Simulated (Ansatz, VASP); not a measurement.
**KTaO3 in VASP and in Ansatz**

Contents of INCAR:

```
  ALGO = Normal
  EDIFF = 1E-6
  ENCUT = 520
  GGA = PS
  ISIF = 2
  ISMEAR = -1
  LASPH = T
  LCHARG = F
  LREAL = F
  LWAVE = F
  NBANDS = 27
  NELM = 80
  PREC = Accurate
  SIGMA = 0.05
```

File KPOINTS:

```
k-points
0
Gamma
  7 7 7
```

Contents of POSCAR:

```
KTaO3
1.0
    3.9883000000      0.0000000000      0.0000000000
    0.0000000000      3.9883000000      0.0000000000
    0.0000000000      0.0000000000      3.9883000000
Ta K O
1 1 3
Direct
    0.0000000000      0.0000000000      0.0000000000
    0.5000000000      0.5000000000      0.5000000000
    0.0000000000      0.0000000000      0.5000000000
    0.0000000000      0.5000000000      0.0000000000
    0.5000000000      0.0000000000      0.0000000000
```

File input.yaml:

```yaml
crystal:
  lattice:
    - [3.9883, 0.0, 0.0]
    - [0.0, 3.9883, 0.0]
    - [0.0, 0.0, 3.9883]
  atoms:
    - { symbol: Ta, position: [0.0, 0.0, 0.0] }
    - { symbol: K, position: [0.5, 0.5, 0.5] }
    - { symbol: O, position: [0.0, 0.0, 0.5] }
    - { symbol: O, position: [0.0, 0.5, 0.0] }
    - { symbol: O, position: [0.5, 0.0, 0.0] }
kpoints:
  mp_grid: { grid: [7, 7, 7] }
  band_path:
    path:
      - [0.0, 0.0, 0.0]
      - [0.0, 0.5, 0.0]
      - [0.5, 0.5, 0.0]
      - [0.0, 0.0, 0.0]
      - [0.5, 0.5, 0.5]
      - [0.0, 0.5, 0.0]
    npoints: 8
scf:
  occupations: { method: fermi_dirac, width: 0.05 }
hamiltonian:
  xc: pbesol
  pseudopotentials: { kind: all_electron, lapw: { basis_error: 0.002 } }
output:
  forces: true
  stress: true
  eigenvalues: true
```

Alike in both runs: functional PBEsol; k mesh 7 × 7 × 7; occupations fermi-dirac, width 0.05 eV; no spin polarisation.

|  | VASP | Ansatz |
| --- | --- | --- |
| version | VASP 6.6.1 | Ansatz 0.2.0 |
| potentials or method | VASP PAW PBE potentials, release 64 (Ta_pv, K_sv, O) | all-electron LAPW, scalar-relativistic |
| plane-wave cutoff (eV) | 520 | see its input |
| task | single point | band structure |

|  | VASP | Ansatz | Ansatz less VASP |
| --- | --- | --- | --- |
| gap on the k mesh at the Fermi level (eV) | 2.14 | 2.20 | +0.054 |
| least direct gap on the mesh (eV) | 2.71 | 2.74 | +0.036 |
| pressure (GPa) | 0.3 | -0.4 | -0.71 |

Ansatz ran all-electron here, so the differences hold the error of VASP's frozen core and of both bases.

Caveats: spin-orbit coupling is left out, which moves the levels of the heavy elements; the PAW data sets were made with another functional, which shifts forces and pressure a little (VASP); an odd mesh through Γ misses points on the zone boundary, where band edges often lie (VASP).
